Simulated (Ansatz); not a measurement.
SnO:

```
CELL_PARAMETERS angstrom
3.35500 0.00000 0.00000
0.00000 5.67410 0.00000
0.00000 0.00000 4.22197
ATOMIC_POSITIONS crystal
Sn 0.50000 0.76809 0.01314
Sn 0.00000 0.23191 0.51314
O 0.50000 0.10875 0.23686
O 0.00000 0.89125 0.73686
```

The cell comes from a database or a generator and needn't be the stable form of this composition.

Base run:

```yaml
Program: Ansatz 0.2.0
Functional: PBEsol
Potentials_or_basis: Ansatz PAW
Cutoff: "420 eV (not typed: the program's choice for these potentials)"
k_mesh: 5 × 3 × 4
Occupations: fermi-dirac, width 0.05 eV
Spin: no spin polarisation
```

Its results: band gap on the k mesh 1.55 eV, indirect (least direct gap 2.14 eV); pressure -3.0 GPa; largest force 0.429 eV/Å.

Q: The run is repeated on the same cell with these changes: functional from PBEsol to HSE06. What comes out?

A: Band gap on the k mesh 2.32 eV, indirect (least direct gap 2.91 eV); pressure -3.3 GPa; largest force 0.764 eV/Å.

HSE06 gives the wider gap, since exact exchange removes part of the self-interaction.

Caveats: odd divisions of the mesh miss points on the zone boundary, where band edges often lie, so the gap on the mesh can be too wide; spin-orbit coupling is left out, which moves the levels of the heavy elements; the PAW data sets come from PBE, with cores solved anew for the run's functional, which leaves a small shift of forces and pressure; the density of states is complete only up to the lowest level of the last band computed; the thresholds are loose for stress (some runs).

A k mesh can miss the band edges.
